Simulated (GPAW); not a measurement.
Crystal: WC.

```
W C
1.0
     0.00000    2.19268    2.19268
     2.19268    0.00000    2.19268
     2.19268    2.19268    0.00000
W C
1 1
Direct
  0.00000 0.00000 0.00000
  0.50000 0.50000 0.50000
```

Measurements of this composition are mostly on another form, of space group No. 187.

Base run:

| Quantity | Value |
| --- | --- |
| Program | GPAW 26.7.0 |
| Functional | PBEsol |
| Potentials or basis | PAW data sets generated in the run's folder for this functional |
| Cutoff | 800 eV |
| Basis | pw |
| k mesh | 10 × 10 × 10 |
| Occupations | fermi-dirac, width 0.05 eV |
| Spin | no spin polarisation |

Its results: pressure -10.8 GPa.

Q: The run is repeated on the same cell with these changes: functional from PBEsol to LDA; potentials or basis from PAW data sets generated in the run's folder for this functional to the program's PAW data sets (release 1.2.1) made for this functional. What comes out?

A: Pressure -17.9 GPa.
